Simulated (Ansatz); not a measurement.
# GaS: the cost of one run

Method: DFT PBE+D3(BJ), scalar-relativistic, plane waves, PAW, in Ansatz 0.2.0.

That is the level of the relaxation; later steps name their own.

### 1 The system as given

The structure is hexagonal, space group P6_3/mmc (No. 194). Conventional cell: a = 3.604 Å, b = 3.604 Å, c = 15.334 Å, α = 90.00°, β = 90.00°, γ = 120.00°. Ga (site symmetry 3m) has 1 Ga at 2.24 Å and 3 S at 2.39 Å as nearest neighbours. Around S (site symmetry 3m) lie 3 Ga at 2.39 Å.

As a file:

```
CELL_PARAMETERS angstrom
3.60440 0.00000 0.00000
-1.80220 3.12150 0.00000
0.00000 0.00000 15.33362
ATOMIC_POSITIONS crystal
Ga 0.33333 0.66667 0.17700
Ga 0.66667 0.33333 0.67700
Ga 0.33333 0.66667 0.32300
Ga 0.66667 0.33333 0.82300
S 0.33333 0.66667 0.60000
S 0.66667 0.33333 0.10000
S 0.33333 0.66667 0.90000
S 0.66667 0.33333 0.40000
```

(A quick probe on a coarse mesh, which set the mesh and smearing, is not shown.)

### 3 A loose first relaxation

input.yaml

```yaml
crystal:
  lattice:
    - [3.60439744, 0.0, 0.0]
    - [-1.80219872, 3.12149975, 0.0]
    - [0.0, 0.0, 15.33361916]
  atoms:
    - { symbol: Ga, position: [0.33333333, 0.66666667, 0.177] }
    - { symbol: Ga, position: [0.66666667, 0.33333333, 0.677] }
    - { symbol: Ga, position: [0.33333333, 0.66666667, 0.323] }
    - { symbol: Ga, position: [0.66666667, 0.33333333, 0.823] }
    - { symbol: S, position: [0.33333333, 0.66666667, 0.6] }
    - { symbol: S, position: [0.66666667, 0.33333333, 0.1] }
    - { symbol: S, position: [0.33333333, 0.66666667, 0.9] }
    - { symbol: S, position: [0.66666667, 0.33333333, 0.4] }
basis:
  ecutwfc: 420
kpoints:
  mp_grid: { grid: [6, 6, 2] }
hamiltonian:
  xc: pbe
  dispersion: d3bj
scf:
  occupations: { method: gaussian, width: 0.1 }
output:
  forces: true
  stress: true
  eigenvalues: true
relax:
  adjacent_minimum: "off"
  f_tol: 0.05
  max_steps: 80
  cell: { stress_tol: 0.5 }
```

Command:

```
$ ansatz run input.yaml --threads 4 --pin off --max-ram 10240MiB --backend cpu --events-out ev --progress --plain --runs-dir out
```

What time and memory should one allow on 4 threads of Arm Neoverse V2, shared host?

About 12 s, with a peak of 0.58 GiB.
